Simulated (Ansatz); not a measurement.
Set up this calculation in Ansatz 0.2.0, as the native input.

| Item | Value |
| --- | --- |
| Task | single point |
| Functional | PBE |
| Potentials or basis | Ansatz PAW |
| Cutoff | 420 eV (not typed: the program's choice for these potentials) |
| k mesh | 10 × 10 × 8 |
| Occupations | gaussian, width 0.021 eV |
| Spin | no spin polarisation |

TiB2:

```
Ti B
1.0
     3.02920    0.00000    0.00000
    -1.51460    2.62336    0.00000
     0.00000    0.00000    3.22840
Ti B
1 2
Cartesian
  0.0000 0.0000 0.0000
  1.5146 0.8745 1.6142
  0.0000 1.7489 1.6142
```

These files were run (other wordings do the same):

input.yaml

```yaml
crystal:
  lattice:
    - [3.0292, 0.0, 0.0]
    - [-1.5146, 2.6233641531, 0.0]
    - [0.0, 0.0, 3.2284]
  atoms:
    - { symbol: Ti, position: [0.0, 0.0, 0.0] }
    - { symbol: B, position: [0.6666666667, 0.3333333333, 0.5] }
    - { symbol: B, position: [0.3333333333, 0.6666666667, 0.5] }
hamiltonian:
  xc: pbe
  pseudopotentials: { kind: paw }
kpoints:
  mp_grid: { grid: [10, 10, 8] }
scf:
  occupations: { method: gaussian, width: 0.021 }
output:
  forces: true
  stress: true
  eigenvalues: true
  write_density: true
  write_potential: true
  elf: true
  volumetric_format: npy
```

Potentials or basis: Ansatz PAW.

The run is started by

```bash
$ ansatz run input.yaml --threads 2 --pin off --max-ram 5632MiB --backend cpu --events-out ev --progress --plain --runs-dir out
```

Results of the run:

```
Pressure               : 0.3 GPa
Band gap on the k mesh : none (metal or under the smearing width)
```

Wall time 0.72 s on 2 threads of Intel(R) Xeon(R) Platinum 8375C CPU @ 2.90GHz (Ice Lake), with other jobs on the host, peak memory 0.38 GiB.
